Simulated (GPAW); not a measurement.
Runs of GPAW 26.7.0 on Bi. Symmetry: R-3m, No. 166, trigonal system. Conventional cell: a = 4.535 Å, b = 4.535 Å, c = 11.814 Å, α = 90.00°, β = 90.00°, γ = 120.00°. Bi (site symmetry 3m) has 6 Bi at 3.06 to 3.52 Å as nearest neighbours. 

```csv
task,level,potentials or basis,cell,cutoff (eV),maxiter,band path,band points,eta,response ecut,gap on the mesh (eV),pressure (GPa),V0 of scaled cells (Å³/atom),B0 (GPa),largest force (eV/Å)
band structure,LDA,"the program's PAW data sets (release 1.2.1) made for this functional, pw","R-3m, 35.07 Å³/atom",600,150,"GLB1,BZGX,QFP1Z,LP",60,-,-,-,-1.6,-,-,0.05
optical spectrum,PBE,"GPAW PAW data sets (gpaw-data 1.2.1), pw","R-3m, 35.07 Å³/atom",500,150,-,-,0.1 eV,50 eV,none,-,-,-,-
single point,PBE,"GPAW PAW data sets (gpaw-data 1.2.1), pw","R-3m, 35.07 Å³/atom",500,120,-,-,-,-,none,(a),-,-,0.11
optical spectrum,PBE,"GPAW PAW data sets (gpaw-data 1.2.1), pw","R-3m, 36.47 Å³/atom",500,150,-,-,0.1 eV,50 eV,none,-,-,-,-
equation of state,LDA,"the program's PAW data sets (release 1.2.1) made for this functional, pw","R-3m, 35.07 Å³/atom",600,150,-,-,-,-,-,-,33.94,53,-
band structure,PBEsol,"PAW data sets generated in the run's folder for this functional, pw","R-3m, 35.07 Å³/atom",600,150,"GLB1,BZGX,QFP1Z,LP",60,-,-,-,(b),-,-,0.04
equation of state,PBEsol,"PAW data sets generated in the run's folder for this functional, pw","R-3m, 35.07 Å³/atom",600,150,-,-,-,-,-,-,34.81,50,-
optical spectrum,PBE,"GPAW PAW data sets (gpaw-data 1.2.1), pw","R-3m, 35.77 Å³/atom",500,150,-,-,0.1 eV,50 eV,none,-,-,-,-
```

Alike in all rows: no spin polarisation; k mesh 6 × 6 × 6; smearing fermi-dirac 0.05 eV.

Fill in the values left out.

(a) 2.0; (b) -0.4.

Caveats: spin-orbit coupling is left out, which moves the levels of the heavy elements; the intraband term hangs on this k mesh (some runs); the long-wavelength limit can be off by a per cent or two (some runs); independent-particle spectra lack excitons (some runs); the cell was scaled at fixed shape and fractional positions, which overstates the stiffness of a crystal with free parameters, most of all of layers and chains (some runs); the cutoff is short for stress and forces, so pressures can be off by a GPa or more (some runs).

A k mesh can miss the band edges, and the runs leave out spin-orbit coupling on Bi.

A gap of «none» marks a metal or a gap under the smearing width.
